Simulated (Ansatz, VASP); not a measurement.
# Two plane-wave programs on SnSe

```
Sn Se
1.0
     0.00000    2.96366    2.96366
     2.96366    0.00000    2.96366
     2.96366    2.96366    0.00000
Sn Se
1 1
Direct
  0.00000 0.00000 0.00000
  0.50000 0.50000 0.50000
```

Alike in both runs: functional LDA; k mesh 8 × 8 × 8; no spin polarisation.

Ansatz relaxed the structure, and its values are those at the end. VASP's run is a single point on that final structure, the one shown.

```csv
,VASP,Ansatz
version,VASP 6.6.1,Ansatz 0.2.0
potentials or method,"VASP PAW LDA potentials, release 64 (Sn_d, Se)","scalar-relativistic, plane waves, PAW"
plane-wave cutoff (eV),520,420
occupations,"gaussian, width 0.01 eV",fixed
valence electrons in the cell,20,30
```

|  | VASP | Ansatz | Ansatz less VASP |
| --- | --- | --- | --- |
| gap on the k mesh at the Fermi level (eV) | 0.76 | 0.75 | -0.002 |
| least direct gap on the mesh (eV) | 0.83 | 0.81 | -0.020 |
| pressure (GPa) | -0.9 | -1.0 | -0.12 |

The two sets of potentials don't hold the same shells in valence.

Caveats: spin-orbit coupling is left out, which moves the levels of the heavy elements. A k mesh can miss the band edges.
